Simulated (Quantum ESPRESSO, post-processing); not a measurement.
# stanene, 1 layer: a series in biaxial strain, part 2 of 2

What law, if any, do the results for stanene, 1 layer follow against biaxial strain?

Quantum ESPRESSO 7.5; plane-wave DFT, PBE, GBRV ultrasoft pseudopotentials.

So far. Step 7 (Relaxation with pw.x, -3 %): The relaxation lowers the energy by 17 meV an atom. Step 8 (Ground state, -3 %): By band count these two levels touch or overlap: there is no gap, and they are no band edges.

### 9. Relaxing the ions, 3 % (continued)

Relaxation path:

```
step  energy less that of the first step (eV)  largest force (eV/Å)
   1                                   0.0000                0.2205
   2                                  -0.0019                0.1943
   3                                  -0.0036                0.1615
   4                                  -0.0057                0.1156
   5                                  -0.0076                0.0559
   6                                  -0.0085                0.0328
   7                                  -0.0092                0.0367
   8                                  -0.0093                0.0369
   9                                  -0.0094                0.0365
  10                                  -0.0095                0.0360
  11                                  -0.0096                0.0342
  12                                  -0.0098                0.0294
  13                                  -0.0100                0.0170
  14                                  -0.0100                0.0076
```

The atoms that moved most (Å):

```
atom     dx     dy      dz  length
 Sn1  0.000  0.000   0.068   0.068
 Sn2  0.000  0.000  -0.068   0.068
```

The relaxed structure:

```
CELL_PARAMETERS angstrom
4.73475 0.00000 0.00000
-2.36737 4.10041 0.00000
0.00000 0.00000 15.85000
ATOMIC_POSITIONS crystal
Sn 0.66667 0.33333 0.47578
Sn 0.33333 0.66667 0.52422
```

The relaxation lowers the energy by 5 meV an atom.

Read from the output:

* free energy: -4332.3604 eV
* energy at zero smearing: -4332.3586 eV
* Fermi energy: -1.603 eV

### 10. SCF with pw.x, 3 %

File m7.scf.in:

```
&control
  prefix = 'm7.scf'
  outdir = './out'
  pseudo_dir = './pseudo'
  calculation = 'scf'
  tprnfor = .true.
/
&system
  ibrav = 0
  nat = 2
  ntyp = 1
  ecutwfc = 40
  ecutrho = 200
  occupations = 'smearing'
  smearing = 'fd'
  degauss = 0.002
  nbnd = 18
/
&electrons
  conv_thr = 1e-09
  mixing_beta = 0.4
  electron_maxstep = 120
  mixing_mode = 'plain'
/
ATOMIC_SPECIES
  Sn  118.7100  sn_pbe_v1.4.uspp.F.UPF
CELL_PARAMETERS angstrom
  4.73474980101000 0.00000000000000 0.00000000000000
  -2.36737489999000 4.10041360755000 0.00000000000000
  0.00000000000000 0.00000000000000 15.85000000000000
ATOMIC_POSITIONS crystal
  Sn  0.666666666700 0.333333333300 0.475780544900
  Sn  0.333333333300 0.666666666700 0.524219455100
K_POINTS automatic
  6 6 1 0 0 0
```

Command:

```sh
$ OMP_NUM_THREADS=1 mpirun -n 4 pw.x -nk 2 -in m7.scf.in > m7.scf.out
```

Wall time 11 s (4 MPI ranks of Intel Xeon Platinum 8488C (Sapphire Rapids), shared host); peak memory 0.35 GiB; 42 s of CPU time.

Numbers from this step:

| Item | Value |
| --- | --- |
| free energy | -4332.1906 eV |
| energy at zero smearing | -4332.1888 eV |
| valence top, on the run's zero | -1.573 eV |
| conduction bottom, on the run's zero | -1.713 eV |

By band count these two levels touch or overlap: there is no gap, and they are no band edges.

### 11. Relaxation with pw.x, 4 %

File m8.relax.in:

```
&control
  prefix = 'm8.relax'
  outdir = './out'
  pseudo_dir = './pseudo'
  nstep = 40
  forc_conv_thr = 0.0003
  calculation = 'relax'
  tstress = .true.
/
&system
  ibrav = 0
  nat = 2
  ntyp = 1
  ecutwfc = 50
  ecutrho = 250
  occupations = 'smearing'
  smearing = 'fd'
  degauss = 0.002
/
&electrons
  conv_thr = 1e-09
  mixing_beta = 0.4
  electron_maxstep = 120
  mixing_mode = 'plain'
/
&ions
/
ATOMIC_SPECIES
  Sn  118.7100  sn_pbe_v1.4.uspp.F.UPF
CELL_PARAMETERS angstrom
  4.78071824568000 0.00000000000000 0.00000000000000
  -2.39035912232000 4.14022344840000 0.00000000000000
  0.00000000000000 0.00000000000000 15.85000000000000
ATOMIC_POSITIONS crystal
  Sn  0.666666666700 0.333333333300 0.471503813600
  Sn  0.333333333300 0.666666666700 0.528496186400
K_POINTS automatic
  6 6 1 0 0 0
```

Command:

```sh
$ OMP_NUM_THREADS=1 mpirun -n 4 pw.x -nk 2 -in m8.relax.in > m8.relax.out
```

The job ended after 88 s (4 MPI ranks; peak memory 0.78 GiB; 5.8 min of CPU time).

Step by step:

```
step  energy less that of the first step (eV)  largest force (eV/Å)
   1                                   0.0000                0.2643
   2                                  -0.0027                0.2343
   3                                  -0.0053                0.1992
   4                                  -0.0085                0.1694
   5                                  -0.0130                0.1668
   6                                  -0.0190                0.1107
   7                                  -0.0209                0.0480
   8                                  -0.0213                0.0014
```

The atoms that moved most (Å):

```
atom     dx     dy      dz  length
 Sn1  0.000  0.000   0.075   0.075
 Sn2  0.000  0.000  -0.075   0.075
```

Final coordinates:

```
CELL_PARAMETERS angstrom
4.78072 0.00000 0.00000
-2.39036 4.14022 0.00000
0.00000 0.00000 15.85000
ATOMIC_POSITIONS crystal
Sn 0.66667 0.33333 0.47625
Sn 0.33333 0.66667 0.52375
```

The relaxation lowers the energy by 11 meV an atom.

This step gave:

```
free energy             : -4332.3524 eV
energy at zero smearing : -4332.3507 eV
Fermi energy            : -1.642 eV
```

### 12. SCF with pw.x, 4 %

File m8.scf.in:

```
&control
  prefix = 'm8.scf'
  outdir = './out'
  pseudo_dir = './pseudo'
  calculation = 'scf'
  tprnfor = .true.
/
&system
  ibrav = 0
  nat = 2
  ntyp = 1
  ecutwfc = 40
  ecutrho = 200
  occupations = 'smearing'
  smearing = 'fd'
  degauss = 0.002
  nbnd = 18
/
&electrons
  conv_thr = 1e-09
  mixing_beta = 0.4
  electron_maxstep = 120
  mixing_mode = 'plain'
/
ATOMIC_SPECIES
  Sn  118.7100  sn_pbe_v1.4.uspp.F.UPF
CELL_PARAMETERS angstrom
  4.78071824568000 0.00000000000000 0.00000000000000
  -2.39035912232000 4.14022344840000 0.00000000000000
  0.00000000000000 0.00000000000000 15.85000000000000
ATOMIC_POSITIONS crystal
  Sn  0.666666666700 0.333333333300 0.476246815100
  Sn  0.333333333300 0.666666666700 0.523753184900
K_POINTS automatic
  6 6 1 0 0 0
```

Command:

```sh
$ OMP_NUM_THREADS=1 mpirun -n 4 pw.x -nk 2 -in m8.scf.in > m8.scf.out
```

The job ended after 9.3 s (4 MPI ranks; peak memory 0.51 GiB; 36 s of CPU time).

Numbers from this step:

- free energy: -4332.1831 eV
- energy at zero smearing: -4332.1814 eV
- valence top, on the run's zero: -1.612 eV
- conduction bottom, on the run's zero: -1.890 eV

By band count these two levels touch or overlap: there is no gap, and they are no band edges.

### 13. The series side by side

The series in one table, energies over the lowest:

```
biaxial strain  energy (eV)  gap along the path (eV)
          -4 %       0.1155                  -0.5339
          -3 %       0.0768                  -0.3933
          -2 %       0.0474                  -0.2636
          -1 %       0.0288                  -0.1306
           0 %       0.0127                7.414e-09
           1 %       0.0017                7.434e-09
           2 %       0.0000                7.441e-09
           3 %       0.0046                  -0.1396
           4 %       0.0126                  -0.2778
```

### 14. A check by hand

A parabola through the energies within ±2 % has E = 27.84 eV × ε² -1.220 eV × ε; for the curvature, over A = 18.300 Å² this is 27.84 × 1/18.300 × 16.02 = 24 N/m.

### 15. What came out

| Item | Value |
| --- | --- |
| C11 + C12 | 24 N/m |
| gap along the path, at -4 % and at 4 % | -0.534, -0.278 eV |

What this shows: The series holds 9 members; C11 + C12: 24 N/m (PBE, GBRV ultrasoft). The energy is lowest near 2 %, far from the reference cell, so the stiffness about zero is no equilibrium value. From -4 % to 4 % the gap along the path goes from -0.534 to -0.278 eV by way of 7.44e-09 at 2 %. At every member the bands touch or overlap (a gap of zero or below by band count): the sheet is a semimetal or metal there, levels over a valence top are left blank, and fits across such a change are rough. Semilocal gaps are too small; the 1×1 cell can't ripple over many cells under compression as a free sheet would. No spin-orbit coupling.

[Logs are printed without paths, hosts, clocks, repeated set-up lines and the standing remarks that a program may print on its own settings, such as how far it seeks lower states.]

[Hosts, paths, dates, database ids (printed as entryN), source tags and the programs' standing remarks are cut or masked in the printed files.]

[Maps of the electrostatic potential energy from Ansatz leave out the sawtooth potential of an applied field or a dipole correction, so their vacuum need not be flat; planar profiles and work functions include it.]
